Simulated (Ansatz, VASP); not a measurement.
# One calculation of Cr, two programs

INCAR

```
SYSTEM = Cr
PREC = Accurate
ENCUT = 520
EDIFF = 1E-7
ISMEAR = -1
SIGMA = 0.05
LREAL = .FALSE.
LASPH = .TRUE.
NELM = 150
ALGO = Normal
ISIF = 2
LWAVE = .FALSE.
LCHARG = .FALSE.
ISPIN = 2
MAGMOM = 1.927 -1.927
LORBIT = 11
LMAXMIX = 4
GGA = RE
NBANDS = 23
```

Contents of KPOINTS:

```
regular mesh
0
G
  18 18 18
  0 0 0
```

The input POSCAR:

```
Cr
1.0
    0.0000000000      2.4182163431      2.4182163431
    2.4182163431      0.0000000000      2.4182163431
    2.4182163431      2.4182163431      0.0000000000
Cr
2
Direct
    0.0000000000      0.0000000000      0.0000000000
    0.5000000000      0.5000000000      0.5000000000
```

Input for Ansatz:

```yaml
crystal:
  lattice:
    - [0.0, 2.4182163431, 2.4182163431]
    - [2.4182163431, 0.0, 2.4182163431]
    - [2.4182163431, 2.4182163431, 0.0]
  atoms:
    - { symbol: Cr, position: [0.0, 0.0, 0.0], spin: 1.927 }
    - { symbol: Cr, position: [0.5, 0.5, 0.5], spin: -1.927 }
hamiltonian:
  xc: revpbe
  pseudopotentials:
    kind: paw
    azcp:
      Cr: "pseudopotentials/Cr.paw.azcp"
basis:
  ecutwfc: 420
  fft_grid_basis: typed
kpoints:
  mp_grid: { grid: [18, 18, 18], shift: [0, 0, 0] }
magnetization:
  spin_polarized: true
scf:
  occupations: { method: fermi_dirac, width: 0.05 }
```

This isn't the form of Cr at room conditions, which is bcc.

Alike in both runs: task single point; functional revPBE; k mesh 18 × 18 × 18; occupations fermi-dirac, width 0.05 eV; collinear spin.

|  | VASP | Ansatz |
| --- | --- | --- |
| version | VASP 6.6.1 | Ansatz 0.2.0 |
| potentials or method | VASP PAW PBE potentials, release 64 (Cr_pv) | plane waves (420 eV) with PAW, scalar-relativistic |
| plane-wave cutoff (eV) | 520 | 420 |
| valence electrons in the cell | 24 | 28 |

Ansatz gave:

- net moment per atom (μB): 0.00
- size of the moment on the site where the two differ most (μB): 1.93

Q: Estimate VASP's values.

A: net moment per atom (μB): 0.00; size of the moment on the site where the two differ most (μB): 2.11.

Site moments also hang on the region over which each program counts them. The two sets of potentials don't hold the same shells in valence.
